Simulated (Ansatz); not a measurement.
Computed with Ansatz (plane waves, PAW, 500 eV cutoff): r²SCAN, scalar-relativistic, no spin polarisation, 12×12×12 k-mesh, Gaussian smearing of 0.05 eV. The datasets are Ansatz's generated set soft_2.

A compound BX has these computed properties.

```json
{
  "Space group": "F-43m (No. 216)",
  "Conventional cell": "a = 3.610 Å, b = 3.610 Å, c = 3.610 Å, α = 90.00°, β = 90.00°, γ = 90.00°",
  "Volume": "5.88 Å³/atom",
  "Band gap": "5.00 eV",
  "Smallest direct gap": "9.59 eV",
  "Bader charges": "B 2.26; X -2.26 e",
  "Formation energy from the elements (0 K, uncorrected)": "-1.32 eV/atom"
}
```

Sites: B on 4a, X on 4c.

Question: Which element is X?
A. O
B. F
C. C
D. N

Answer: D. X is N, so the compound is BN.

The chain of runs began from a cell as deposited in COD, expanded in volume.

Semilocal functionals underestimate band gaps, commonly by a third or more.
